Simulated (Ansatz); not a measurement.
The system is Be.

```
Be
1.0
    -1.25312    1.25312    1.25312
     1.25312   -1.25312    1.25312
     1.25312    1.25312   -1.25312
Be
1
Cartesian
  0.0000 0.0000 0.0000
```

This isn't the form of Be at room conditions, which is hcp.

Base run:

| Item | Value |
| --- | --- |
| Program | Ansatz 0.2.0 |
| Functional | PBE |
| Potentials or basis | all-electron LAPW, scalar-relativistic |
| Cutoff | 153 eV (chosen from the basis error) |
| Basis error allowed | 0.001 eV/atom |
| k mesh | 15 × 15 × 15 |
| Occupations | gaussian, width 0.02 eV |
| Spin | no spin polarisation |

Its results: band gap on the k mesh none (metal or under the smearing width); pressure -0.9 GPa.

After a change of settings the same cell gave: band gap on the k mesh none (metal or under the smearing width); pressure -2.0 GPa. Which change was it?
A. functional from PBE to PBEsol; occupations from gaussian, width 0.02 eV to gaussian, width 0.1 eV
B. occupations from gaussian, width 0.02 eV to gaussian, width 0.05 eV
C. occupations from gaussian, width 0.02 eV to tetrahedron

A.
